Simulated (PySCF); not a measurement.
Structure problem from calculated spectra and properties.

Elements present: C, H and O. Monoisotopic mass: 60.0211 u.

* XPS: C1s 292.8, C1s 295.0, O1s 538.2, O1s 540.0 eV [ΔSCF SCAN, pcX-2 on the ionised atom, pcseg-1 elsewhere, spin-free X2C]
* Rotational structure: rotational constants A, B, C: 21.068, 6.717, 5.263 GHz [GFN2-xTB]
* UV, strongest line: among the 8 lowest singlet transitions: S3 at 8.44 eV (147 nm, f = 0.137) [TDDFT CAM-B3LYP/def2-SVPD]
* Dipole: 2.10 D [CAM-B3LYP/def2-SVPD]
* UV, first state: lowest singlet excitation: 6.02 eV (206 nm, f = 0.002) [TDDFT CAM-B3LYP/def2-SVPD]
* Triplet: lowest triplet excitation (Tamm–Dancoff): 5.46 eV [TDA CAM-B3LYP/def2-SVPD]

Gas-phase values; electronic properties from PySCF, density fitting. Levels stand in brackets. The structure is a single GFN2-xTB conformer in the gas phase; no vibrational or solvent corrections.

Problem. Which formula fits the mass and the elements?

Solution. C2H4O2 (calculated 60.0211). No other formula that holds each of these elements comes within 0.0003 u with a fitting electron parity and a possible valence count.

Problem. Give a SMILES that accounts for the data.

Solution. Numbering: `[CH3:1][O:2][CH:3]=[O:4]`. Its formula, C2H4O2, gives 1 degree of unsaturation: 0 rings and 1 π bond in the structure found. The core levels belong to: C1s 292.8 eV, methoxy carbon [C1]; C1s 295.0 eV, ester carbonyl carbon [C3]; O1s 538.2 eV, ester carbonyl oxygen [O4]; O1s 540.0 eV, ester single-bonded oxygen [O2]. By its constants the optimised geometry is an asymmetric top. Structure: methyl formate, `COC=O`. Computed isomers that give other values at the same levels: `CC(=O)O` (rotational constant A: 11.485 GHz; this holds for the one conformer computed). The assignments are read from this structure; whether some other isomer fits the data as well wasn't checked.

Conformer computed: `[CH3:1][O:2][CH:3]=[O:4]`: C1–O2–C3–O4 0°.
